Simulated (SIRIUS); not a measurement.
Runs of SIRIUS 7.10.0 on MgB2. Symmetry: Fd-3m, No. 227, cubic system. Conventional cell: a = 5.987 Å, b = 5.987 Å, c = 5.987 Å, α = 90.00°, β = 90.00°, γ = 90.00°. Around Mg (site symmetry -43m) lie 12 B at 2.48 Å and 4 Mg at 2.59 Å. B (site symmetry -3m) is surrounded by 6 B at 2.12 Å. The cell was built by a generator and needn't be a form met in nature.

```tsv
level	gap on the mesh (eV)	pressure (GPa)
OPBE	none	(b)
AM05	none	-2.3
RPBE	none	2.5
LDA	none	-3.9
BLYP	none	(c)
PW91	none	1.1
SOGGA	none	(a)
revPBE	none	2.1
PBEsol	none	-1.6
RGE2	none	-0.2
```

Alike in all rows: task single point; potentials or basis PseudoDojo 0.4.1 PBE standard (scalar relativistic); no spin polarisation; cell as given; k mesh 7 × 7 × 7; cutoff (eV) 1152; smearing fermi-dirac 0.05 eV.

Q: Estimate the missing entries.

A: (a) -2.7; (b) -6.0; (c) 5.4.

Caveats: the potentials were made for another functional, which shifts forces and pressure.

A gap of «none» marks a metal or a gap under the smearing width.

Runs at the PBE level aren't shown here.
